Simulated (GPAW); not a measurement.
Bi2Se3 (Paraguanajuatite):

```
Bi Se
1.0
     2.07150    1.19598    9.54533
    -2.07150    1.19598    9.54533
     0.00000   -2.39196    9.54533
Bi Se
2 3
Cartesian
  0.0000 0.0000 17.1587
  0.0000 0.0000 11.4773
  0.0000 0.0000 22.5738
  0.0000 0.0000 6.0622
  0.0000 0.0000 0.0000
```

Program: GPAW 26.7.0. Alike in all runs: no spin polarisation; cell as given.

Problem. Order these runs on this cell by their band gap on the k mesh, lowest first.
A. level r2SCAN; potentials or basis GPAW PAW data sets (gpaw-data 1.2.1), pw; k mesh 5 × 5 × 5; cutoff (eV) 600; smearing fermi-dirac 0.05 eV; ranks 4; band path GLB1,BZGX,QFP1Z,LP; band points 80; mesh quality not flagged
B. level RPBE; potentials or basis the program's PAW data sets (release 1.2.1) made for this functional, pw; k mesh 4 × 4 × 4; cutoff (eV) 500; smearing fermi-dirac 0.001 eV; response ecut 80 eV; response k mesh 4 × 4 × 4; mesh quality coarse
C. level TB-mBJ; potentials or basis GPAW PAW data sets for LDA (gpaw-data 1.2.1), pw; k mesh 6 × 6 × 6; cutoff (eV) 600; smearing fermi-dirac 0.05 eV; ranks 4; mesh quality not flagged
D. level LDA; potentials or basis the program's PAW data sets (release 1.2.1) made for this functional, pw; k mesh 5 × 5 × 5; cutoff (eV) 600; smearing fermi-dirac 0.05 eV; ranks 4; band path GLB1,BZGX,QFP1Z,LP; band points 80; mesh quality not flagged

Solution. D (0.09 eV), B (0.28 eV), A (0.47 eV), C (0.70 eV).

Caveats: some runs use coarse meshes; spin-orbit coupling is left out, which as a rule narrows the gap of such compounds by several tenths of an eV; the long-wavelength limit can be off by a per cent or two (some runs); the gap is small at this level, which inflates the dielectric constant (some runs); a model potential gives levels but no total energy (some runs).

A k mesh can miss the band edges.

Not every run made on this cell is shown here.
